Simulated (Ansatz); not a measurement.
Re, space group Fm-3m: an equation of state with a fit, run with Ansatz's Python interface.

Script `re_run.py`:
```python
"""Bulk modulus of Re from an E(V) curve."""

import ansatz
import numpy as np
from pymatgen.analysis.eos import EOS

config = {
    "functional": "pbe",
    "occupations": "fermi_dirac",
    "cutoff": 500,
    "kgrid": (10, 10, 10),
}

vectors0 = np.array([
    [0.0, 1.975, 1.975],
    [1.975, 0.0, 1.975],
    [1.975, 1.975, 0.0],
])
sites = [
    ("Re", [0.0, 0.0, 0.0]),
]


def make_crystal(cell):
    crystal = ansatz.Crystal(lattice=ansatz.Lattice.of(cell))
    for symbol, position in sites:
        crystal = crystal.atom(symbol, position)
    return crystal


def main() -> None:
    # uniform scaling of the cell
    volumes, energies, pressures = [], [], []
    for scale in np.linspace(0.9, 1.1, 9):
        cell = vectors0 * scale ** (1 / 3)
        calc = make_crystal(cell).calculation()
        calc = calc.functional(config["functional"])
        calc = calc.occupations(config["occupations"])
        calc = calc.basis(config["cutoff"])
        calc = calc.kpoints(*config["kgrid"])
        calc = calc.stress()
        rep = calc.run().report
        volumes.append(abs(np.linalg.det(cell)) / len(sites))
        energies.append(rep["free_energy_ev"] / len(sites))
        pressures.append(np.trace(rep["stress_gpa"]) / 3)
        print(f"V = {volumes[-1]:8.4f} A^3/atom  F = {energies[-1]:.5f} eV/atom  P = {pressures[-1]:8.3f} GPa")

    for form in ["birch_murnaghan"]:
        fit = EOS(eos_name=form).fit(volumes, energies)
        print(f"{form:18s} V0 {fit.v0:8.4f} A^3/atom  B0 {fit.b0_GPa:7.1f} GPa  B1 {fit.b1:5.2f}")


if __name__ == "__main__":
    main()
```

From its runs, with one value withheld:

| V (Å³/atom) | F less the lowest row shown (meV/atom) |
| --- | --- |
| 13.867 | 112.05 |
| 14.252 | 46.32 |
| 14.637 | 10.31 |
| 15.022 | 0.00 |
| 15.407 | 12.03 |
| 15.793 | 43.39 |
| 16.178 | 91.50 |
| 16.563 | 154.11 |
| 16.948 | ? |

What is the missing energy at 16.948 Å³ an atom?

A third-order Birch-Murnaghan fit, E = E0 + (9 V0 B0 / 16) [(t - 1)³ B' + (t - 1)² (6 - 4t)] with t = (V0/V)^(2/3), through the 8 rows shown gives V0 = 14.998 Å³, B0 = 363.8 GPa, B' = 4.57 and E0 = -0.02 meV. At V = 16.948 Å³, t = 0.92174, and the fit extrapolates to 229.34 meV. The run gave 229.21 meV, a miss of 0.13 meV.

What to keep in mind:
- For a metal this k-point mesh is coarse: on a finer one energies can move by several to tens of meV an atom and pressures by half a GPa or more, differences at one mesh by less.
- Pressure is positive in compression.
- Spin-orbit coupling, which matters for elements this heavy, is left out.
- At these settings the cell as given stands under about -9 GPa, so it isn't at this functional's equilibrium volume.
- This isn't the structure that Re takes at ambient conditions.
- The whole script took 4.8 s on 1 thread of Intel(R) Xeon(R) 6975P-C (Granite Rapids), on a shared host, peak memory 0.44 GiB.
